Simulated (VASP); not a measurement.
Ag:

```
Ag
1.0
     0.00000    2.04275    2.04275
     2.04275    0.00000    2.04275
     2.04275    2.04275    0.00000
Ag
1
Direct
  0.00000 0.00000 0.00000
```

```yaml
Program: VASP 6.6.1
Task: relaxation of cell and atoms
Functional: PBE
Potentials_or_basis: VASP PAW PBE potentials, release 64 (Ag_GW)
Cutoff: 630 eV
k_mesh: 11 × 11 × 11
Occupations: fermi-dirac, width 0.05 eV
Spin: no spin polarisation
```

At the start: pressure 4.2 GPa; volume 17.05 Å³/atom.

Q: How do energy, volume and symmetry change on relaxing?

A: Over 3 steps the energy falls by 8.7 meV/atom and the volume is 17.75 Å³/atom (+4.1 %); space group Fm-3m (No. 225, to 0.05 Å).

The path:
| step | energy change (eV) | largest force (eV/Å) | pressure (GPa) | volume (Å³) |
| --- | --- | --- | --- | --- |
| 1 | 0.0000 | 0.0000 | 4.15 | 17.05 |
| 2 | -0.0062 | 0.0000 | -1.89 | 18.16 |
| 3 | -0.0087 | 0.0000 | 0.01 | 17.75 |

Final structure:
```
Ag
1.0
     0.00000    2.07057    2.07057
     2.07057    0.00000    2.07057
     2.07057    2.07057    0.00000
Ag
1
Cartesian
  0.0000 0.0000 0.0000
```
